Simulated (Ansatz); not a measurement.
# InP (F-43m) in Ansatz: further runs

One crystal, InP, is run at these levels: r2SCAN, rPW86-PBE+rVV10; tasks: elastic constants, single point, equation of state.

All numbers are computed with Ansatz 0.2.0; they aren't measurements. Logs are shortened: lines on timing, memory, paths and dates and some standing lists are left out, and cuts for length are marked.

**Measured values to compare with.**

From a printed reference work, data compilation, for a bulk crystal of InP at 1.6 K: band gap 1.4236 eV (direct).

The runs below are set against these values where they give the same quantity.

## Step 1: The structure

The structure is cubic, space group F-43m (No. 216). Conventional cell: a = 5.861 Å, b = 5.861 Å, c = 5.861 Å, α = 90.00°, β = 90.00°, γ = 90.00°. Around In (site symmetry -43m) lie 4 P at 2.54 Å. P (site symmetry -43m) is surrounded by 4 In at 2.54 Å.

## Step 2: Elastic constants, r2SCAN

The input, input.yaml:

```yaml
crystal:
  lattice:
    - [0.0, 2.9305, 2.9305]
    - [2.9305, 0.0, 2.9305]
    - [2.9305, 2.9305, 0.0]
  atoms:
    - { symbol: In, position: [0.0, 0.0, 0.0] }
    - { symbol: P, position: [0.75, 0.75, 0.75] }
hamiltonian:
  xc: r2scan
  pseudopotentials: { kind: paw }
kpoints:
  mp_grid: { grid: [7, 7, 7] }
scf:
  occupations: { method: fixed }
output:
  forces: true
  stress: true
elastic:
  mode: relaxed_ion
  stencil: two_point
```

Potentials or basis: Ansatz PAW.

Command:

```bash
$ ansatz run input.yaml --threads 2 --pin off --max-ram 5120MiB --backend cpu --events-out ev --progress --plain --runs-dir out
```

The program printed:

```text
Warning: RAYON_NUM_THREADS=2 ignored (pool sized by the plan → 2); use --threads N
Engine: ansatz 0.2.0, x86_64-unknown-linux-gnu
Pseudopotentials: kind: paw
Pseudopotential: In, paw, valence charge 13, recommended cutoff 500 eV (meta_gga), In.paw.azcp
Pseudopotential: P, paw, valence charge 5, recommended cutoff 500 eV (meta_gga), P.paw.azcp
Functional definition: r2SCAN
  parameter k0 = 0.174
  parameter k1 = 0.065
  parameter a1 = 4.9479
  exchange = r2scan_x(k0 = k0, k1 = k1, a1 = a1)
  correlation = r2scan_c
Crystal: 2 atoms, lattice volume = 50.333 Å³
Basis set: ecut = 500 eV, 1243 PW (Γ), exchange–correlation on 128×128×128 points (64 copies of the dense FFT grid, shifted against one another)
Bands: 13, of which v1, the nominal top of the filled ones, is band 9 counted from 1 (8 counted from 0)
Symmetry: 24 space group operations
Space group: F-43m (ITA 216), of the structure as read, at distance tolerance 3.7e-5 Å
k-points: 20 of 343 (time reversal used)
Non-local potential: In, projectors of the file, l = 0: 2, l = 1: 2, l = 2: 2, l = 3: 2
Non-local potential: P, projectors of the file, l = 0: 2, l = 1: 2, l = 2: 2
PAW form: soft (Blöchl's): semilocal exchange-correlation on the pseudo side does not see the compensation charge
PAW frozen core: In, regenerated for the run's functional (the file was generated under x = pbe(κ = 0.804, μ = 0.2195149727645171), c = pbe(β = 0.06672455060314922))
PAW frozen core: P, regenerated for the run's functional (the file was generated under x = pbe(κ = 0.804, μ = 0.2195149727645171), c = pbe(β = 0.06672455060314922))
PAW one-centre angular grid: In, 590 points (default); XC on 289 of its mesh's 2783 points in the sphere
PAW one-centre angular grid: P, 302 points (default); XC on 160 Gauss nodes
Initial density: superposition of atomic densities (neutral atoms: chi_scale 0, normalization atom), corrected by the library's trained network
Initial wavefunctions: pseudopotential atomic-orbital guess
Functional: x = r2scan, c = r2scan; τ floored in thin density (d = 2e-4 eV/Å³)
SCF iter   1: F=—  HF=-6371.721533 eV  |F-HF|=—  |Δ(HF+E_count)|=         —  Δρ=6.91e-3  dr2=1.81e-2  dr2_τ=1.13e-2  ethr=1.77e-3  ⟨swp⟩=5.0  Hψ=1427  notcnv=0  defer=34
preconditioner: auto → none  [insulator: Δε(μ)=1.105 eV  Ē_g=15.562 eV  n_scr=14 (ndim 8)  ℏωp=22.2 eV  f_vac=0.019  ε∞_Penn≈3.0]
SCF iter   2: F=—  HF=-6371.729461 eV  |F-HF|=—  |Δ(HF+E_count)|=   7.93e-3  Δρ=1.84e-3  dr2=1.95e-3  dr2_τ=1.13e-4  ethr=1.01e-4  ⟨swp⟩=3.0  Hψ=677  notcnv=0  defer=38
SCF iter   3: F=—  HF=-6371.729456 eV  |F-HF|=—  |Δ(HF+E_count)|=   4.55e-6  Δρ=1.10e-3  dr2=3.57e-4  dr2_τ=1.05e-5  ethr=1.08e-5  ⟨swp⟩=3.3  Hψ=494  notcnv=0  defer=37
SCF iter   4: F=—  HF=-6371.729551 eV  |F-HF|=—  |Δ(HF+E_count)|=   9.46e-5  Δρ=4.11e-4  dr2=5.08e-5  dr2_τ=9.26e-7  ethr=1.98e-6  ⟨swp⟩=2.2  Hψ=323  notcnv=0  defer=36
SCF iter   5: F=—  HF=-6371.729559 eV  |F-HF|=—  |Δ(HF+E_count)|=   8.19e-6  Δρ=6.66e-5  dr2=1.27e-6  dr2_τ=3.41e-8  ethr=2.82e-7  ⟨swp⟩=2.2  Hψ=432  notcnv=0  defer=31
SCF iter   6: F=—  HF=-6371.729557 eV  |F-HF|=—  |Δ(HF+E_count)|=   2.32e-6  Δρ=1.03e-5  dr2=3.39e-8  dr2_τ=1.23e-9  ethr=7.07e-9  ⟨swp⟩=2.9  Hψ=443  notcnv=0  defer=23
SCF iter   7: F=—  HF=-6371.729557 eV  |F-HF|=—  |Δ(HF+E_count)|=   1.77e-8  Δρ=1.34e-6  dr2=1.07e-9  dr2_τ=8.83e-11  ethr=1.88e-10  ⟨swp⟩=2.0  Hψ=440  notcnv=0  defer=23
SCF iter   8: F=—  HF=-6371.729557 eV  |F-HF|=—  |Δ(HF+E_count)|=  2.66e-10  Δρ=2.35e-7  dr2=4.03e-11  dr2_τ=1.18e-12  ethr=5.93e-12  ⟨swp⟩=3.0  Hψ=509  notcnv=0  defer=23
[... 109 lines left out ...]
Internal energy: -6371.729557 eV  (E = F + TS)
E sigma→0 (E₀):  -6371.729557 eV
Fermi energy:    6.819519 eV
--- Per-component energies (eV) ---
  E_band       = -61.665058
  E_kinetic    = 313.455175
  E_local      = -1399.747838  (includes V_loc(G=0)·N_el)
  E_nonlocal   = 401.604506
  E_hartree    = 553.321356
  E_xc         = -259.120471
  E_vxc        = -171.401247  (∫ρ·V_xc dr)
  E_paw        = -4761.408711  (= ΣΔE_a)
  E_vpaw       = -322.442563  (= ΣTr[D̂ρ^β])
  E_aug_tail   = 0.000008  (compensation charges beyond the density's cutoff)
  E_vtau       = 10.224189  (kinetic-family band-sum trace: ∫τ·v_τ [+ j·A + Jᵃ·Aᵃ] dr)
  E_ewald      = -1220.708286
  E_core_change = 0.874704  (= ΣΔE_core)
  E_smearing   = -0.000000  (= −TS)
  E_closure    = 0.000000  (closes the sum)
  Σ components = -6371.729557   (vs F -6371.729557, Δ=0.00e0)
--- Forces (eV/Å), atoms counted from 1 ---
  atom   1  In    -0.00000000     0.00000000    -0.00000000
  atom   2  P      0.00000000    -0.00000000    -0.00000000
  max |Σ_I F_I| component: 3.24e-17 eV/Å
--- Stress (GPa, compression-positive) ---
        1.682804      -0.000000       0.000000
       -0.000000       1.682804       0.000000
        0.000000       0.000000       1.682804
  P = ⅓ Tr σ = 1.6828 GPa (16.828 kbar)
--- Band table (eV; the first three rows and the last of 20) ---
  k-point 0: bands = ["-7.8884", "-7.8884", "-7.8884", "-7.7201", "-7.7201", "-5.1796", "6.8195", "6.8195", "6.8195", "7.9839", "11.2454", "11.2454", "11.2454"]
  k-point 1: bands = ["-7.9155", "-7.8782", "-7.8782", "-7.7198", "-7.7198", "-4.9353", "5.0358", "6.5775", "6.5775", "8.9430", "11.5153", "11.6049", "11.6049"]
  k-point 2: bands = ["-7.9720", "-7.8586", "-7.8586", "-7.7154", "-7.7154", "-4.2746", "2.8029", "6.1382", "6.1382", "8.9313", "12.0209", "12.0209", "13.0071"]
  k-point 19: bands = ["-8.0548", "-7.8212", "-7.7890", "-7.7406", "-7.7037", "-2.6938", "1.1411", "3.4601", "4.3845", "10.5565", "11.8908", "13.1482", "14.0282"]
--- Elastic constants: 2 strain directions × 2 members + reference (group order 24) ---
  dense FFT box of the reference and of every strained cell: 32×32×32
  strains applied: 11, 23; error gains: componentwise 1.00 (the most a stress slope's error grows in a printed constant), spectral 1.73 (1 for all six strains in a standard setting)
  C = ∂σ_k/∂η_j (tension-positive GPa; Voigt order 11 22 33 23 13 12):
       105.214     61.351     61.351     -0.000      0.000      0.000
        61.351    105.214     61.351     -0.000      0.000      0.000
        61.351     61.351    105.214     -0.000      0.000      0.000
         0.000     -0.000     -0.000     46.490      0.000      0.000
         0.000      0.000     -0.000     -0.000     46.490     -0.000
         0.000     -0.000      0.000     -0.000     -0.000     46.490
  reference stress σ⁰ (GPa):     -1.683     -1.683     -1.683     -0.000     -0.000      0.000
  C* (energy form; C + prestress term) asymmetry max|C*_kj − C*_jk| = 7.105e-15 GPa — a small one proves nothing (zero by symmetry where the batch's group is 432, −43m or m−3m); a large one is finite-difference/SCF noise where every solve meets its electron count
  moduli (Voigt/Reuss/Hill, GPa): K = 75.97/75.97/75.97   G = 36.67/32.11/34.39   E = 89.64   ν = 0.303
  mechanically stable: yes (min eigenvalue of sym C = 43.86 GPa)
  strain η (Voigt 11):  stress-route row diagonal C_11 = 105.21 GPa, energy-path curvature d²(F+E_count+ΔE)/dδ²/Ω₀ = 105.21 GPa
         δ    σ_11 (GPa)             F (eV)   n_scf  n_hpsi   n_pw
    -2.000e-3      -1.8936       -6371.7284337      10   11697   1297   relax 0 steps, max|allowed force component| 1.11e-16 eV/Å
     2.000e-3      -1.4728       -6371.7305450       6    9073   1307   relax 0 steps, max|allowed force component| 1.67e-16 eV/Å
  strain η (Voigt 23):  stress-route row diagonal C_44 = 46.49 GPa, energy-path curvature d²(F+E_count+ΔE)/dδ²/Ω₀ = 47.33 GPa
         δ    σ_23 (GPa)             F (eV)   n_scf  n_hpsi   n_pw
    -2.000e-3      -0.0930       -6371.7295258       2    8515   1299   relax 3 steps, max|allowed force component| 7.54e-8 eV/Å
     2.000e-3       0.0930       -6371.7295258       2    8414   1299   relax 2 steps, max|allowed force component| 1.37e-6 eV/Å
```

elastic.tsv:

```text
# convention: tension-positive GPa; Voigt order 11 22 33 23 13 12; engineering shear strains; stresses and constants hold the Pulay correction, whose part of sigma0, of c and of each member's stress the lines and columns named pulay_correction_..._gpa give (of c_energy it is that of c and, on the columns of strains 1 to 3, that of sigma0; of a layer's constants it is that of c in the plane, times a tenth of its plane spacing in ang); where a line pulay_correction_withheld stands none holds it
[... 15 lines left out ...]
6	1.0417465886e-28	-1.1285212878e-28	2.2420775429e-44	-1.2621774484e-29	-2.1636191798e-21	4.6489825970e1	1.6212778281e-16	1.6212778281e-16	1.6212778281e-16	-1.2621774484e-29	-2.1636191798e-21	4.6489825970e1	1.1400640452e-31	-9.8598964866e-32	1.9259299444e-34	-8.8467604055e-51	-4.6952660587e-23	-6.4647774089e-3
```

elastic_members.tsv:

```text
[... 11 lines left out ...]
3	2.0000000000e-3	-1.6827289030e0	-1.6828715826e0	-1.6828715826e0	9.2979746918e-2	3.6091559802e-15	-3.4726752251e-15	-6.3717295258e3	-6.3717295258e3	2	8414	1299	2	1.3676616628e-6	0.0000000000e0	-1.5300809668e-2	-1.5290188630e-2	-1.5290188630e-2	-1.2930953138e-5	2.3621959148e-18	-1.6942500323e-18	4.8004845136e-6	0.0000000000e0
```

It took 32 s on 2 threads of AMD EPYC 7B13 (Zen 3), shared host; peak memory 0.6 GiB.

What came out:

```
Free energy                     : -6371.7296 eV
Pressure                        : 1.7 GPa
Band gap on the k mesh          : 1.16 eV, direct
Elastic constants C11, C12, C44 : 105, 61, 46 GPa
Voigt bulk modulus              : 76 GPa
```

Elastic tensor in Voigt notation (GPa, in the Cartesian axes of the cell as first typed):
```
105  61  61   0   0   0
 61 105  61   0   0   0
 61  61 105   0   0   0
  0   0   0  46   0   0
  0   0   0   0  46   0
  0   0   0   0   0  46
```

Caveat: odd divisions of the mesh miss points on the zone boundary, where band edges often lie, so the gap on the mesh can be too wide; spin-orbit coupling is left out, which moves the levels of the heavy elements; the PAW data sets come from PBE, with cores solved anew for the run's functional, which leaves a small shift of forces and pressure.

(Part 1 of 2 ends here.)
